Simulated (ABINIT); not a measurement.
The system is MoS2.

```
Mo S
1.0
     1.58000    0.91221    6.15000
    -1.58000    0.91221    6.15000
     0.00000   -1.82443    6.15000
Mo S
1 2
Direct
  0.00000 0.00000 0.00000
  0.41700 0.41700 0.41700
  0.25000 0.25000 0.25000
```

Measurements of this composition are mostly on another form, of space group No. 194.

Program: ABINIT 10.8.3 (patched build). Alike in all runs: task single point; no spin polarisation; cell as given; k mesh 8 × 8 × 8; smearing fermi-dirac 0.05 eV.

Question: Order these runs on this cell by their pressure, lowest first.
A. level PBE; potentials or basis SG15 NC PBE v1.2; cutoff (eV) 599
B. level PBEsol; potentials or basis PseudoDojo NC SR PBEsol v0.4.1 standard; cutoff (eV) 980
C. level LDA; potentials or basis PseudoDojo NC SR LDA v0.4.1 standard; cutoff (eV) 952

Answer: C (-2.6 GPa), B (0.3 GPa), A (5.5 GPa).

Not every run made on this cell is shown here.
